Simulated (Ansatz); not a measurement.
Ansatz input

```yaml
crystal:
  lattice:
    - [-3.9449173292, 3.9441919769, 2.1329124101]
    - [3.9441919769, -3.9449173292, 2.1329124101]
    - [3.9454742792, 3.9454742792, -2.1342408942]
  atoms:
    - { symbol: Ba, position: [0.9999833809, 1.66191e-05, 1.0] }
    - { symbol: Ba, position: [0.7500166191, 0.2499833809, 0.5] }
hamiltonian:
  xc: rpbe
  pseudopotentials:
    kind: paw
    azcp:
      Ba: "pseudopotentials/Ba.paw.azcp"
basis:
  ecutwfc: 420
  fft_grid_basis: typed
kpoints:
  mp_grid: { grid: [14, 14, 9], shift: [0, 0, 0] }
magnetization:
  spin_polarized: false
scf:
  occupations: { method: fermi_dirac, width: 0.1 }
output:
  write_density: true
  write_potential: true
  elf: true
  volumetric_format: npy
```

Output

```
Engine: ansatz 0.2.0, aarch64-unknown-linux-gnu
Pseudopotentials: kind: paw
Pseudopotential: Ba, paw, valence charge 10, recommended cutoff 420 eV (normal) 
Functional definition: RPBE
  parameter kappa = 0.804
  parameter beta = 0.06672455060314922
  exchange = rpbe_x(kappa = kappa, mu = beta*pi^2/3)
  correlation = pbe_c(beta = beta)
Crystal: 2 atoms, lattice volume = 132.767 Å³
Basis set: ecut = 420 eV, 2579 PW (Γ)
Bands: 14, of which v1, the nominal top of the filled ones, is band 10 counted from 1 (9 counted from 0)
Symmetry: 4 space group operations
Space group: C2/c (ITA 15), of the structure as read, at distance tolerance 5.1e-5 Å
k-points: 477 of 1764
Non-local potential: Ba, projectors of the file, l = 0: 3, l = 1: 2, l = 2: 2, l = 3: 2
PAW form: soft (Blöchl's): semilocal exchange-correlation on the pseudo side does not see the compensation charge
PAW frozen core: Ba, regenerated for the run's functional, and the local potential with it (the file was generated under x = pbe(κ = 0.804, μ = 0.2195149727645171), c = pbe(β = 0.06672455060314922))
PAW one-centre angular grid: Ba, 194 points (default); XC on 64 Gauss nodes
Initial density: superposition of atomic densities (neutral atoms: chi_scale 0, normalization atom), corrected by the library's trained network
Initial wavefunctions: pseudopotential atomic-orbital guess
Functional: x = rpbe, c = pbe(β = 0.06672455060314922)
SCF iter   1: F=—  HF=-11918.071853 eV  |F-HF|=—  |Δ(HF+E_count)|=         —  Δρ=2.08e-3  dr2=1.32e-2  ethr=1.77e-3  ⟨swp⟩=6.3  Hψ=44126  notcnv=0
SCF iter   2: F=—  HF=-11918.072410 eV  |F-HF|=—  |Δ(HF+E_count)|=   5.57e-4  Δρ=1.45e-3  dr2=7.02e-3  ethr=6.59e-5  ⟨swp⟩=1.3  Hψ=11100  notcnv=0
SCF iter   3: F=—  HF=-11918.072570 eV  |F-HF|=—  |Δ(HF+E_count)|=   1.59e-4  Δρ=4.09e-4  dr2=5.23e-4  ethr=3.51e-5  ⟨swp⟩=2.0  Hψ=10435  notcnv=0
SCF iter   4: F=—  HF=-11918.072582 eV  |F-HF|=—  |Δ(HF+E_count)|=   1.25e-5  Δρ=1.58e-4  dr2=3.62e-5  ethr=2.62e-6  ⟨swp⟩=1.5  Hψ=8576  notcnv=0
SCF iter   5: F=—  HF=-11918.072591 eV  |F-HF|=—  |Δ(HF+E_count)|=   8.63e-6  Δρ=2.47e-5  dr2=8.49e-7  ethr=1.81e-7  ⟨swp⟩=3.0  Hψ=12787  notcnv=0
SCF iter   6: F=-11918.072592 eV  HF=-11918.072592 eV  |F-HF|=2.88e-8  |Δ(HF+E_count)|=   8.69e-7  Δρ=6.27e-6  dr2=4.33e-8  ethr=5.00e-10  ⟨swp⟩=5.0  Hψ=31855  notcnv=0
SCF 1 converged in 6 iterations: F = -11918.072592 eV  dr2 = 4.33e-8
SCF converged after 6 iterations
Free energy (F): -11918.072592 eV
Harris-Foulkes:  -11918.072592 eV  (|F-HF|=2.88e-8)
Internal energy: -11917.982330 eV  (E = F + TS)
E sigma→0 (E₀):  -11918.027461 eV
Entropy (-TS):   -0.090262 eV (-45.131 meV/atom)
Fermi energy:    5.490065 eV
--- Per-component energies (eV) ---
  E_band       = -180.627268
  E_kinetic    = 332.845296
  E_local      = -797.582268  (includes V_loc(G=0)·N_el)
  E_nonlocal   = 112.783408
  E_hartree    = 254.198121
  E_xc         = -333.807050
  E_vxc        = -266.929621  (∫ρ·V_xc dr)
  E_paw        = -10469.848250  (= ΣΔE_a)
  E_vpaw       = -70.142690  (= ΣTr[D̂ρ^β])
  E_aug_tail   = -0.000003  (compensation charges beyond the density's cutoff)
  E_ewald      = -1016.471688
  E_core_change = -0.099895  (= ΣΔE_core)
  E_smearing   = -0.090262  (= −TS)
  E_closure    = 0.000000  (closes the sum)
  Σ components = -11918.072592   (vs F -11918.072592, Δ=0.00e0)
--- Band table (eV; the first three rows and the last of 477) ---
  k-point 0: bands = ["-23.6478", "-23.5672", "-9.0155", "-9.0154", "-8.6166", "-8.6107", "-8.5835", "-8.5835", "2.9291", "4.8064", "5.8911", "6.0319", "6.5818", "8.1697"]
  k-point 1: bands = ["-23.6453", "-23.5696", "-9.0051", "-9.0046", "-8.6357", "-8.6093", "-8.5996", "-8.5779", "3.0188", "4.8643", "5.8401", "6.0742", "6.5306", "8.2025"]
  k-point 2: bands = ["-23.6383", "-23.5766", "-8.9744", "-8.9735", "-8.6781", "-8.6445", "-8.6052", "-8.5743", "3.2783", "4.9843", "5.7490", "6.2028", "6.4190", "8.0656"]
  k-point 476: bands = ["-23.6070", "-23.6070", "-9.0892", "-9.0892", "-8.6171", "-8.6170", "-8.5357", "-8.5357", "4.7350", "4.7351", "6.1596", "6.1596", "6.6173", "6.6176"]
```
